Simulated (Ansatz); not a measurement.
Zone-centre phonons of HfS$_{2}$ at 4 GPa: input and output

Method: DFT LDA, scalar-relativistic, plane waves, PAW in Ansatz.

Launched with:
```bash
ansatz run input.yaml --threads 1 --pin off --max-ram 3072MiB --backend cpu --events-out ev --progress --plain --runs-dir out
```

Input (bare energies are in eV):
```yaml
crystal:
  lattice:
    - [3.4972261673, 0.0, 0.0]
    - [-1.7486130837, 3.0286867037, 0.0]
    - [0.0, 0.0, 5.4215200909]
  atoms:
    - { symbol: Hf, position: [0.0, 0.0, 0.0] }
    - { symbol: S, position: [0.6666666667, 0.3333333333, 0.7307440586] }
    - { symbol: S, position: [0.3333333333, 0.6666666667, 0.2692559414] }
basis:
  ecutwfc: 420
kpoints:
  mp_grid: { grid: [12, 12, 8] }
hamiltonian:
  xc: lda
scf:
  occupations: { method: gaussian, width: 0.01 }
output:
  eigenvalues: true
phonons:
  method: dfpt
  eigenvectors: true
```

Results section of the output:
```
--- Phonons (Γ-DFPT): 4 representative perturbations + reference, on 320 of 1152 k-points (Σ response iterations 13) ---
  k mesh reduced under 2 symmetry operations, with k and −k counted as one. Each operation leaves every solved perturbation unchanged. A smaller set is not used because it would not reduce the number of displacements ...
  ASR residual: 2.429e-5 → 0.000e0 eV/Å²; symmetrization residual: 2.069e-5 eV/Å²
  ASR residual per site (eV/Å²): 2.43e-5 2.40e-5 2.40e-5
  Γ frequencies (cm⁻¹): 0.00 0.00 0.00 164.12 164.12 270.99 270.99 318.53 354.67
  non-analytic LO–TO correction: not included (Born effective charges unavailable; polar crystals: no LO–TO splitting at Γ)
```

The run took 51 s on 1 thread of AMD EPYC 9R45 96-Core Processor (Zen 5), with other jobs on the host, peak memory 1.5 GiB.

The crystal is built of layers and no dispersion correction was added, so the binding between them is poorly described, and with it their spacing and whatever depends on it. Spin–orbit coupling is left out, which can shift energies with elements as heavy as these.